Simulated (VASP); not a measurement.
TiO:

```xyz
6
Lattice="4.0867 0.0000 0.0000 0.0000 4.0867 0.0000 0.0000 0.0000 4.0867" Properties=species:S:1:pos:R:3 pbc="T T T"
Ti    2.0433    2.0433    0.0000
Ti    0.0000    2.0433    2.0433
Ti    2.0433    0.0000    2.0433
O     0.0000    2.0433    0.0000
O     2.0433    0.0000    0.0000
O     0.0000    0.0000    2.0433
```

The cell comes from a database or a generator and needn't be the stable form of this composition.

- Program: VASP 6.6.1
- Task: relaxation of cell and atoms
- Functional: r2SCAN
- Potentials or basis: VASP PAW PBE potentials, release 64 (Ti_sv, O)
- Cutoff: 600 eV
- k mesh: 10 × 10 × 10
- Occupations: gaussian, width 0.1 eV
- Spin: no spin polarisation

At the start: pressure -3.8 GPa; volume 11.38 Å³/atom.

Task: How do energy, volume and symmetry change on relaxing?

Result: Over 3 steps the energy falls by 2.4 meV/atom and the volume is 11.18 Å³/atom (-1.7 %); space group Pm-3m (No. 221, to 0.05 Å).

The path:
| step | energy change (eV) | largest force (eV/Å) | pressure (GPa) | volume (Å³) |
| --- | --- | --- | --- | --- |
| 1 | 0.0000 | 0.0000 | -3.76 | 68.25 |
| 2 | 0.0072 | 0.0000 | 4.95 | 65.65 |
| 3 | -0.0142 | 0.0000 | -0.02 | 67.07 |

Final structure:
```xyz
6
Lattice="4.0629 0.0000 0.0000 0.0000 4.0629 0.0000 0.0000 0.0000 4.0629" Properties=species:S:1:pos:R:3 pbc="T T T"
Ti    2.0314    2.0314    0.0000
Ti    0.0000    2.0314    2.0314
Ti    2.0314    0.0000    2.0314
O     0.0000    2.0314    0.0000
O     2.0314    0.0000    0.0000
O     0.0000    0.0000    2.0314
```

Caveat: the PAW data sets were made with another functional, which shifts forces and pressure a little.
